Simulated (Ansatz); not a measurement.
Crystal: SnO2.

```xyz
12
Lattice="5.1753 0.0000 0.0000 0.0000 5.1753 0.0000 0.0000 0.0000 5.1753" Properties=species:S:1:pos:R:3 pbc="T T T"
Sn    0.0000    0.0000    0.0000
Sn    2.5876    0.0000    2.5876
Sn    2.5876    2.5876    0.0000
Sn    0.0000    2.5876    2.5876
O     3.4214    4.3415    0.8337
O     4.3415    0.8337    3.4214
O     0.8337    3.4214    4.3415
O     1.7539    1.7539    1.7539
O     3.4214    3.4214    3.4214
O     4.3415    1.7539    0.8337
O     0.8337    4.3415    1.7539
O     1.7539    0.8337    4.3415
```

Measurements of this composition are mostly on another form, of space group No. 136.

* Program: Ansatz 0.2.0
* Task: relaxation of cell and atoms
* Functional: LDA
* Potentials or basis: Ansatz PAW
* Cutoff: 420 eV (not typed: the program's choice for these potentials)
* k mesh: 5 × 5 × 5
* Occupations: fermi-dirac, width 0.05 eV
* Spin: no spin polarisation

At the start: volume 11.55 Å³/atom.

Problem. How do energy, volume and symmetry change on relaxing?

Solution. It ends after 7 steps and the volume is 10.85 Å³/atom (-6.1 %); space group Pa-3 (No. 205, to 0.05 Å).

Step by step:
```csv
step,energy change (eV),largest force (eV/Å),volume (Å³)
1,0.0000,0.0406,138.61
2,-0.3982,0.0089,129.82
3,-0.3951,0.0003,130.53
4,-0.3957,0.0002,130.45
5,-0.3483,0.0012,130.45
6,-0.3510,0.0001,130.17
7,-0.3477,0.0001,130.17
```

Final structure:
```yaml
crystal:
  lattice:
    - [5.06796, 0.00000, 0.00000]
    - [0.00000, 5.06796, 0.00000]
    - [0.00000, 0.00000, 5.06796]
  atoms:
    - { symbol: Sn, position: [0.00000, 0.00000, 0.00000] }
    - { symbol: Sn, position: [0.50000, 0.00000, 0.50000] }
    - { symbol: Sn, position: [0.50000, 0.50000, 0.00000] }
    - { symbol: Sn, position: [0.00000, 0.50000, 0.50000] }
    - { symbol: O, position: [0.66034, 0.83966, 0.16034] }
    - { symbol: O, position: [0.83966, 0.16034, 0.66034] }
    - { symbol: O, position: [0.16034, 0.66034, 0.83966] }
    - { symbol: O, position: [0.33966, 0.33966, 0.33966] }
    - { symbol: O, position: [0.66034, 0.66034, 0.66034] }
    - { symbol: O, position: [0.83966, 0.33966, 0.16034] }
    - { symbol: O, position: [0.16034, 0.83966, 0.33966] }
    - { symbol: O, position: [0.33966, 0.16034, 0.83966] }
```

Caveat: the plane-wave basis is chosen anew once the cell has moved, so the energies of steps on either side of that aren't comparable; the pressure holds a Pulay correction of +1.3 GPa for the finite cutoff; the PAW data sets come from PBE, with cores solved anew for the run's functional, which leaves a small shift of forces and pressure.
